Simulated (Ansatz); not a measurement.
# Mg₂Ge

Computed with Ansatz (plane waves, PAW, 420 eV cutoff): PBE, scalar-relativistic, no spin polarisation, 10×10×10 k-mesh, Gaussian smearing of 0.05 eV. The datasets are Ansatz's generated set soft_2.

```
Mg Ge
1.0
     0.00000    3.21083    3.21083
     3.21083    0.00000    3.21083
     3.21083    3.21083    0.00000
Mg Ge
2 1
Direct
  0.25000 0.25000 0.25000
  0.75000 0.75000 0.75000
  0.00000 0.00000 0.00000
```

The chain of runs began from a cell as deposited in COD, expanded in volume. Of that entry: the entry's cell lengths or inner coordinates differ somewhat from later room-temperature determinations.

The cell above was scaled in volume, its shape and atoms being fixed by the lattice's symmetry. Energies are counted from the cell above.

| V (Å³/atom) | ΔE (meV/atom) | P (GPa) | gap on the mesh (eV) |
| --- | --- | --- | --- |
| 21.19 | 5.9 | 2.2 | 0.13 |
| 21.63 | 1.4 | 1.0 | 0.15 |
| 22.07 | 0.0 | 0.0 | 0.17 |
| 22.51 | 1.3 | -0.9 | 0.18 |
| 22.95 | 5.1 | -1.8 | 0.20 |

(1) What do the points give for the equilibrium volume, the bulk modulus and its pressure derivative (third-order Birch–Murnaghan)?

Answer:

(1) V0 = 22.07 Å³/atom, B0 = 50 GPa, B0′ = 4.2.

B0·V0 = 49.6 GPa × 22.07 Å³ = 6.84 eV/atom sets the scale: near the minimum ΔE ≈ ½ B0 V0 x², with x = V/V0 − 1, and a pressure of 0.5 GPa squeezes the volume by about 1 %. At the ends of the curve: x = −4.0 % predicts 5.5 meV/atom and the run gives 5.9; x = +4.0 % predicts 5.5 meV/atom and the run gives 5.1. The curve is steeper than the parabola on the compressed side and flatter on the expanded side: the bulk modulus rises with pressure.
